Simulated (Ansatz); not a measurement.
## Te2Mo: equation of state with revPBE+D4

The system is Te2Mo, a slab with vacuum.

```
Te Mo
1.0
     6.36161    0.00000    0.00000
     0.00000    3.48040    0.00000
    -0.08574    0.00000   36.17589
Te Mo
4 2
Direct
  0.42925 0.75000 0.54070
  0.57075 0.25000 0.45930
  0.92085 0.25000 0.55653
  0.07915 0.75000 0.44347
  0.18135 0.25000 0.49747
  0.81865 0.75000 0.50253
```

- Program: Ansatz 0.2.0
- Task: equation of state
- Functional: revPBE
- Dispersion: D4
- Potentials or basis: Ansatz PAW
- Cutoff: 420 eV
- Density cutoff: 1680 eV
- k mesh: 4 × 8 × 1
- Occupations: fermi-dirac, width 0.05 eV
- Spin: no spin polarisation

The equilibrium volume is 131.44 Å³/atom (rough: see the caveat) and the bulk modulus at fixed shape and positions is 26 GPa (rough).

Energy against volume, from the lowest point:
| volume (Å³/atom) | energy (meV/atom) |
| --- | --- |
| 125.485 | 26.28 |
| 128.155 | 4.67 |
| 130.825 | 0.00 |
| 133.495 | 1.99 |
| 136.165 | 9.83 |
| 138.835 | 22.89 |
| 141.505 | 40.62 |

All runs of the series together: 2.8 min on 2 threads of Arm Neoverse V1 (shared host).

Caveat: the potentials were made for another functional, which shifts forces and pressure; the fit is doubtful: noisy points or a state that changes with volume; the cell was scaled at fixed shape and fractional positions, which overstates the stiffness of a crystal with free parameters, most of all of layers and chains. The run has no spin-orbit coupling, so splittings on Te are missing.
